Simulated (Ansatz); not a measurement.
**AlAs: how the settings move a relaxation**

Aim: see which settings change the result for AlAs, by how much, and at what cost.

Computed with Ansatz 0.2.0 (reference: DFT, PBEsol, PAW with Ansatz's default frozen-core files, scalar-relativistic; relaxation of cell and atoms, unless a step's input says otherwise).

**1. The system as given**

The structure is cubic, space group F-43m (No. 216). Conventional cell: a = 5.661 Å, b = 5.661 Å, c = 5.661 Å, α = 90.00°, β = 90.00°, γ = 90.00°. Al (site symmetry -43m) is surrounded by 4 As at 2.45 Å. As (site symmetry -43m) has 4 Al at 2.45 Å as nearest neighbours.

Structure file:

```cif
data_structure
_symmetry_space_group_name_H-M 'P 1'
_symmetry_Int_Tables_number 1
_cell_length_a 4.0028
_cell_length_b 4.0028
_cell_length_c 4.0028
_cell_angle_alpha 60.000
_cell_angle_beta 60.000
_cell_angle_gamma 60.000
_cell_volume 45.35
loop_
_atom_site_label
_atom_site_type_symbol
_atom_site_fract_x
_atom_site_fract_y
_atom_site_fract_z
_atom_site_occupancy
Al1 Al 0.00000 0.00000 0.00000 1
As1 As 0.75000 0.75000 0.75000 1
```

**2. Reference**

File input.yaml:

```yaml
crystal:
  lattice:
    - [0.0, 2.8304, 2.8304]
    - [2.8304, 0.0, 2.8304]
    - [2.8304, 2.8304, 0.0]
  atoms:
    - { symbol: Al, position: [0.0, 0.0, 0.0] }
    - { symbol: As, position: [0.75, 0.75, 0.75] }
kpoints:
  mp_grid: { grid: [14, 14, 14] }
scf:
  occupations: { method: fermi_dirac, width: 0.1 }
hamiltonian:
  xc: pbesol
  pseudopotentials: { kind: paw }
relax:
  f_tol: 0.002
  max_steps: 80
  cell: {}
output:
  forces: true
  stress: true
```

Run with:

```bash
ansatz run input.yaml --threads 1 --pin off --max-ram 2560MiB --backend cpu --events-out ev --progress --plain --runs-dir out
```

**3. A further run, with the input changed**

input.yaml, as its differences from that of step 2:

```diff
@@ -9,5 +9,6 @@
 kpoints:
-  mp_grid: { grid: [14, 14, 14] }
+  mp_grid: { grid: [8, 8, 8] }
 scf:
-  occupations: { method: fermi_dirac, width: 0.1 }
+  occupations: { method: fixed }
+  initial_density: { chi_scale: 0.1 }
 hamiltonian:
```

(Steps that only read results are left out.)

What does the calculation give? Wanted: for each run, ending; energy change; pressure; gap; force.

**Answer**, as computed:

```tsv
run	ending	energy change	pressure (GPa)	gap (eV)	force (eV/Å)	cycles	time
reference	converged	0	0.0	1.34	0.00	18	12 s
1: mp_grid.grid [8, 8, 8], occupations.method fixed, chi_scale 0.1	converged	+0.9 meV/atom (σ→0)	0.0	1.34	0.00	19	4.3 s
```

Changing the k-point mesh, smearing and start moves the energy by +0.9 meV/atom (σ→0 values). More than one kind of setting changed, and this run alone doesn't tell their shares apart. Cost: 19 SCF cycles against 18, 4.3 s against 12 s.
